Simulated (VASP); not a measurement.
# Settings for AlRu: self-consistent run

AlRu, Pm (no. 6), 2 atoms in the cell. PBE; PAW potentials Ru_pv, Al (PBE set). VASP 6.6.1. The atoms are moved at random off their ideal places.

Wanted: energy within 1 meV/atom; forces within 0.005 eV/Å; pressure within 0.1 GPa.

POSCAR:
```
AlRu
1.0
    2.9916000000      0.0000000000      0.0000000000
    0.0000000000      2.9916000000      0.0000000000
    0.0000000000      0.0000000000      2.9916000000
Ru Al
1 1
Direct
    0.4994300000      0.4968530000      0.5075250000
    0.0071090000     -0.0030930000     -0.0053690000
```

## FFT grids and symmetry tolerance typed by hand

| FFT grids and symmetry tolerance typed by hand | Energy less reference (meV/atom) | Forces, largest deviation (eV/Å) | Pressure (GPa) | SCF iterations | Time (s) |
|---|---|---|---|---|---|
| default | 0.0 | 0.0000 | 3.01 | 14 | 66 |
| NGX, NGY, NGZ = 30, 30, 30 | 0.0 | 0.0001 | 3.01 | 14 | 107 |
| NGX, NGY, NGZ = 18, 18, 18 | 0.0 | 0.0001 | 3.00 | 14 | 33 |
| NGX, NGY, NGZ = 16, 16, 16 | 0.0 | 0.0003 | 3.01 | 14 | 20 |
| NGX, NGY, NGZ = 14, 14, 14 | 0.1 | 0.0003 | 2.99 | 14 | 18 |
| NGXF, NGYF, NGZF = 34, 34, 34 | 0.0 | 0.0001 | 3.00 | 14 | 43 |
| NGXF, NGYF, NGZF = 68, 68, 68 | 0.0 | 0.0001 | 3.01 | 14 | 47 |
| SYMPREC = 0.001 | 0.0 | 0.0012 | 3.01 | 14 | 29 |
| SYMPREC = 1e-08 | 0.0 | 0.0000 | 3.01 | 14 | 44 |
| EWALD_CUTOFF = 2.0 | -2136.0 | 0.0638 | 8.56 | 14 | 48 |
| EWALD_CUTOFF = 8.0 | 0.0 | 0.0000 | 3.01 | 14 | 55 |

Chosen: default; NGX, NGY, NGZ = 14, 14, 14 would be accurate enough too and is faster here.

## The input

INCAR:
```
  PREC = Accurate
  ENCUT = 520
  EDIFF = 1E-7
  ISMEAR = 1
  SIGMA = 0.1
  LREAL = False
  LASPH = True
  ALGO = Normal
  NELM = 100
  ISIF = 2
  LWAVE = False
  LCHARG = False
```

KPOINTS:
```
k-points
0
Gamma
  8 8 8
```

Commands:
```
cat potpaw_PBE.64/Ru_pv/POTCAR potpaw_PBE.64/Al/POTCAR > POTCAR
mpirun -np 1 vasp_std > vasp.out
```

The chosen input took VASP 6.6.1 66 s on 1 core (Intel Xeon Platinum 8259CL @ 2.50GHz (Skylake/Cascade Lake)), a shared host.

## An input that fails: an FFT grid typed too coarse

It runs to its end, but against the unchanged starting input it is off by 455.4 meV/atom in the energy, 0.3615 eV/Å in the forces, 9.28 GPa in the pressure.

Changes against the starting input:
```
+ NGX = 8
+ NGY = 8
+ NGZ = 8
```
